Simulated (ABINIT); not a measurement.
# PbSe (Clausthalite) (Fm-3m) in ABINIT: settings compared

The runs below take PbSe (Clausthalite) through single point, with PBE, LDA.

Program: ABINIT 10.8.3 (patched build). These are calculated values, not measurements. Logs are shortened: lines on timing, memory, paths and dates and some standing lists are left out, and cuts for length are marked. The log counts tension as positive stress, the text compression.

**Experimental background.**

A printed reference work, monograph reports, for a bulk crystal of PbSe at 300 K: band gap 0.28 eV (direct).

How close the calculation comes is told below.

## Step 1: Starting point

The structure is cubic, space group Fm-3m (No. 225). The conventional cell has a = 6.121 Å, b = 6.121 Å, c = 6.121 Å, α = 90.00°, β = 90.00°, γ = 90.00°. Around Pb (site symmetry m-3m) lie 6 Se at 3.06 Å. Around Se (site symmetry m-3m) lie 6 Pb at 3.06 Å.

## Step 2: Single point, PBE, spin-orbit coupling, no magnetisation

Contents of run.abi:

```
pp_dirpath "./"
pseudos "Pb.GGA_PBE-JTH.xml, Se.GGA_PBE-JTH.xml"

acell 3*1.0
rprim
     0.0000000000     5.7837902633     5.7837902633
     5.7837902633     0.0000000000     5.7837902633
     5.7837902633     5.7837902633     0.0000000000
ntypat 2
znucl 82 34
natom 2
typat 1 2
xcart
     0.0000000000     0.0000000000     0.0000000000
     5.7837902633     5.7837902633     5.7837902633

ecut 19.0
pawecutdg 38.0

kptopt 4
ngkpt 6 6 6
nshiftk 1
shiftk 0.0 0.0 0.0

ixc 11

nband 28
occopt 3
tsmear 0.05 eV

nspinor 2
nspden 1
pawspnorb 1

nstep 100
tolvrs 1.0e-9

iomode 3
prtwf 0
prtden 0
prteig 0
prtebands 0
enunit 2
```

Potentials or basis: JTH PAW PBE v2.0.

Run with:

```
mpirun --bind-to none -np 4 abinit run.abi > log 2>&1
```

run.abo:

```text
.Version 10.8.3 of ABINIT
 Symmetries : space group F4 3 2 (#209); Bravais cF (face-center cubic)
================================================================================
 Values of the parameters that define the memory need of the present run
     intxc =       0    ionmov =       0      iscf =      17    lmnmax =      18
     lnmax =       6     mgfft =      36  mpssoang =       3    mqgrid =    3001
     natom =       2  nloc_mem =       2    nspden =       1   nspinor =       2
    nsppol =       1      nsym =      24    n1xccc =       1    ntypat =       2
    occopt =       3   xclevel =       2
       mpw =        1544          nfft =       46656          nkpt =          17
Pmy_natom=         1
 PAW method is used; the additional fine FFT grid is defined by:
   mgfftf=        48    nfftf =    110592
================================================================================
================================================================================

--------------------------------------------------------------------------------
------------- Echo of variables that govern the present computation ------------
--------------------------------------------------------------------------------
 -outvars: echo values of preprocessed input variables --------
            acell      1.0000000000E+00  1.0000000000E+00  1.0000000000E+00 Bohr
              amu      2.07200000E+02  7.89600000E+01
             ecut      1.90000000E+01 Hartree
           enunit           2
              ixc          11
           kptopt           4
         kptrlatt        6    0    0      0    6    0      0    0    6
          kptrlen      4.90770878E+01
            natom           2
            nband          28
            ngfft          36      36      36
          ngfftdg          48      48      48
             nkpt          17
          nspinor           2
            nstep         100
             nsym          24
           ntypat           2
           occopt           3
        pawcpxocc           2
        pawecutdg      3.80000000E+01 Hartree
        pawspnorb           1
         pawxcdev           0
           prtden           0
        prtebands           0
           prteig           0
            prtwf           0
            rprim      0.0000000000E+00  5.7837902633E+00  5.7837902633E+00
                       5.7837902633E+00  0.0000000000E+00  5.7837902633E+00
                       5.7837902633E+00  5.7837902633E+00  0.0000000000E+00
          spgroup         209
           tolvrs      1.00000000E-09
           tsmear      1.83746611E-03 Hartree
            typat      1  2
           useylm           1
           xangst      0.0000000000E+00  0.0000000000E+00  0.0000000000E+00
                       3.0606499979E+00  3.0606499979E+00  3.0606499979E+00
            xcart      0.0000000000E+00  0.0000000000E+00  0.0000000000E+00
                       5.7837902633E+00  5.7837902633E+00  5.7837902633E+00
             xred      0.0000000000E+00  0.0000000000E+00  0.0000000000E+00
                       5.0000000000E-01  5.0000000000E-01  5.0000000000E-01
            znucl       82.00000   34.00000

================================================================================

 chkinp: Checking input parameters for consistency.

================================================================================
== DATASET  1 ==================================================================

--- !DatasetInfo
iteration_state: {dtset: 1, }
dimensions: {natom: 2, nkpt: 17, mband: 28, nsppol: 1, nspinor: 2, nspden: 1, mpw: 1544, }
cutoff_energies: {ecut:  19.0, pawecutdg:  38.0, }
electrons: {nelect:   2.00000000E+01, charge:   0.00000000E+00, occopt:   3.00000000E+00, tsmear:   1.83746611E-03, }
meta: {optdriver: 0, ionmov: 0, optcell: 0, iscf: 17, paral_kgb: 0, }
...

 Exchange-correlation functional for the present dataset will be:
  GGA: Perdew-Burke-Ernzerhof functional - ixc=11
  J.P.Perdew, K.Burke, M.Ernzerhof, PRL 77, 3865 (1996)

 Real(R)+Recip(G) space primitive vectors, cartesian coordinates (Bohr,Bohr^-1):
 R(1)=  0.0000000  5.7837903  5.7837903  G(1)= -0.0864485  0.0864485  0.0864485
 R(2)=  5.7837903  0.0000000  5.7837903  G(2)=  0.0864485 -0.0864485  0.0864485
 R(3)=  5.7837903  5.7837903  0.0000000  G(3)=  0.0864485  0.0864485 -0.0864485
 Unit cell volume ucvol=  3.8696136E+02 bohr^3
 Angles (23,13,12)=  6.00000000E+01  6.00000000E+01  6.00000000E+01 degrees

[... 70 lines left out ...]
lattice_vectors:
- [  0.0000000,   5.7837903,   5.7837903, ]
- [  5.7837903,   0.0000000,   5.7837903, ]
- [  5.7837903,   5.7837903,   0.0000000, ]
lattice_lengths: [   8.17951,    8.17951,    8.17951, ]
lattice_angles: [ 60.000,  60.000,  60.000, ] # degrees, (23, 13, 12)
lattice_volume:   3.8696136E+02
convergence: {deltae:  2.136E-11, res2:  2.961E-10, residm:  4.247E-05, diffor: null, }
etotal    :  -7.08399400E+01
entropy   :   0.00000000E+00
fermie    :   1.40668595E-01
cartesian_stress_tensor: # hartree/bohr^3
- [ -4.52809995E-05,   0.00000000E+00,   0.00000000E+00, ]
- [  0.00000000E+00,  -4.52809995E-05,   0.00000000E+00, ]
- [  0.00000000E+00,   0.00000000E+00,  -4.52809995E-05, ]
pressure_GPa:   1.3322E+00
xred      :
- [  0.0000E+00,   0.0000E+00,   0.0000E+00, Pb]
- [  5.0000E-01,   5.0000E-01,   5.0000E-01, Se]
cartesian_forces: # hartree/bohr
- [ -0.00000000E+00,  -0.00000000E+00,  -0.00000000E+00, ]
- [ -0.00000000E+00,  -0.00000000E+00,  -0.00000000E+00, ]
force_length_stats: {min:   0.00000000E+00, max:   0.00000000E+00, mean:   0.00000000E+00, }
...

 Integrated electronic density in atomic spheres:
 ------------------------------------------------
 Atom  Sphere_radius  Integrated_density
    1        2.40264         11.32960773
    2        2.21132          3.90049970

================================================================================

 ----iterations are completed or convergence reached----

 Mean square residual over all n,k,spin=   34.521E-08; max=  42.467E-06
 reduced coordinates (array xred) for    2 atoms
       0.000000000000      0.000000000000      0.000000000000
       0.500000000000      0.500000000000      0.500000000000
 rms dE/dt=  0.0000E+00; max dE/dt=  0.0000E+00; dE/dt below (all hartree)
    1       0.000000000000      0.000000000000      0.000000000000
    2       0.000000000000      0.000000000000      0.000000000000

 cartesian coordinates (angstrom) at end:
    1      0.00000000000000     0.00000000000000     0.00000000000000
    2      3.06064999790464     3.06064999790464     3.06064999790464

 cartesian forces (hartree/bohr) at end:
    1     -0.00000000000000    -0.00000000000000    -0.00000000000000
    2     -0.00000000000000    -0.00000000000000    -0.00000000000000
 frms,max,avg= 0.0000000E+00 0.0000000E+00   0.000E+00  0.000E+00  0.000E+00 h/b

 cartesian forces (eV/Angstrom) at end:
    1     -0.00000000000000    -0.00000000000000    -0.00000000000000
    2     -0.00000000000000    -0.00000000000000    -0.00000000000000
 frms,max,avg= 0.0000000E+00 0.0000000E+00   0.000E+00  0.000E+00  0.000E+00 e/A
 length scales=  1.000000000000  1.000000000000  1.000000000000 bohr
              =  0.529177210544  0.529177210544  0.529177210544 angstroms
 Fermi (or HOMO) energy (hartree) =   0.14067   Average Vxc (hartree)=  -0.34114
 Eigenvalues (hartree) for nkpt=  17  k points:
 kpt#   1, nband= 28, wtk=  0.00463, kpt=  0.0000  0.0000  0.0000 (reduced coord)
  -0.52771   -0.52771   -0.52771   -0.52771   -0.43386   -0.43386   -0.43374   -0.43374
  -0.43374   -0.43374   -0.35799   -0.35799   -0.08739   -0.08739    0.05591    0.05591
   0.07925    0.07925    0.07925    0.07925    0.25913    0.25913    0.34258    0.34258
   0.34258    0.34258    0.38247    0.38249
      occupation numbers for kpt#   1
   1.00000    1.00000    1.00000    1.00000    1.00000    1.00000    1.00000    1.00000
   1.00000    1.00000    1.00000    1.00000    1.00000    1.00000    1.00000    1.00000
   1.00000    1.00000    1.00000    1.00000    0.00000    0.00000    0.00000    0.00000
   0.00000    0.00000    0.00000    0.00000
 prteigrs : prtvol=0 or 1, do not print more k-points.

 Fermi (or HOMO) energy (eV) =   3.82779   Average Vxc (eV)=  -9.28290
 Eigenvalues (   eV  ) for nkpt=  17  k points:
 kpt#   1, nband= 28, wtk=  0.00463, kpt=  0.0000  0.0000  0.0000 (reduced coord)
 -14.35976  -14.35976  -14.35976  -14.35976  -11.80606  -11.80606  -11.80262  -11.80262
 -11.80262  -11.80262   -9.74134   -9.74134   -2.37799   -2.37799    1.52129    1.52129
   2.15656    2.15656    2.15656    2.15656    7.05115    7.05115    9.32208    9.32208
   9.32208    9.32208   10.40749   10.40797
 prteigrs : prtvol=0 or 1, do not print more k-points.

--- !EnergyTerms
iteration_state     : {dtset: 1, }
comment             : Components of total free energy in Hartree
kinetic             :  8.43614022374150E+00
hartree             :  2.08733776106498E+01
xc                  : -8.83221878865634E+00
Ewald energy        : -5.38904018425376E+01
psp_core            :  2.82920313683406E+00
local_psp           : -6.59904998845289E+01
PAW spherical_terms :  2.57345346742069E+01
internal            : -7.08398648702905E+01
'-kT*entropy'       : -6.94929822188560E-05
total_energy        : -7.08399343632727E+01
total_energy_eV     : -1.92765281559896E+03
...

--- !EnergyTermsDC
iteration_state     : {dtset: 1, }
comment             : '"Double-counting" decomposition of free energy'
band_energy         : -5.33109701542034E+00
Ewald energy        : -5.38904018425376E+01
psp_core            :  2.82920313683406E+00
xc_dc               : -2.34238829011259E+01
PAW spherical_terms :  8.97630807466177E+00
internal            : -7.08398705475880E+01
'-kT*entropy'       : -6.94929822188560E-05
total_energy_dc     : -7.08399400405702E+01
total_energy_dc_eV  : -1.92765297008609E+03
...

--- !EnergyTermsWithPAWCore
iteration_state     : {dtset: 1, }
comment             : 'Components of total free energy, including PAW core contributions'
Total energy        : -2.33121871884634E+04
Total energy DC     : -2.33121871941407E+04
Total energy (eV)   : -6.34356929823888E+05
Total energy DC (eV): -6.34356929978375E+05
...

 Cartesian components of stress tensor (hartree/bohr^3)
  sigma(1 1)= -4.52809995E-05  sigma(3 2)=  0.00000000E+00
  sigma(2 2)= -4.52809995E-05  sigma(3 1)=  0.00000000E+00
  sigma(3 3)= -4.52809995E-05  sigma(2 1)=  0.00000000E+00

-Cartesian components of stress tensor (GPa)         [Pressure=  1.3322E+00 GPa]
- sigma(1 1)= -1.33221300E+00  sigma(3 2)=  0.00000000E+00
- sigma(2 2)= -1.33221300E+00  sigma(3 1)=  0.00000000E+00
- sigma(3 3)= -1.33221300E+00  sigma(2 1)=  0.00000000E+00

== END DATASET(S) ==============================================================
================================================================================

 -outvars: echo values of variables after computation  --------
            acell      1.0000000000E+00  1.0000000000E+00  1.0000000000E+00 Bohr
           etotal     -7.0839940041E+01
            fcart     -0.0000000000E+00 -0.0000000000E+00 -0.0000000000E+00
                      -0.0000000000E+00 -0.0000000000E+00 -0.0000000000E+00
            rprim      0.0000000000E+00  5.7837902633E+00  5.7837902633E+00
                       5.7837902633E+00  0.0000000000E+00  5.7837902633E+00
                       5.7837902633E+00  5.7837902633E+00  0.0000000000E+00
           strten     -4.5280999472E-05 -4.5280999472E-05 -4.5280999472E-05
                       0.0000000000E+00  0.0000000000E+00  0.0000000000E+00
           xangst      0.0000000000E+00  0.0000000000E+00  0.0000000000E+00
                       3.0606499979E+00  3.0606499979E+00  3.0606499979E+00
             xred      0.0000000000E+00  0.0000000000E+00  0.0000000000E+00
                       5.0000000000E-01  5.0000000000E-01  5.0000000000E-01
 Calculation completed.
```

Wall time 21 s (4 MPI ranks of Intel Xeon Platinum 8488C (Sapphire Rapids), shared host); peak memory 0.44 GiB.

Results:

```
Free energy                                           : -1927.6530 eV
Band gap on the k mesh                                : 0.13 eV, direct
Valence electrons inside the program's atomic spheres : Pb 11.33; Se 3.90
```

Caveat: the cutoff is too short for stress, so the log's stress isn't used. A k mesh can miss the band edges.

(Continued in part 2 of 2.)
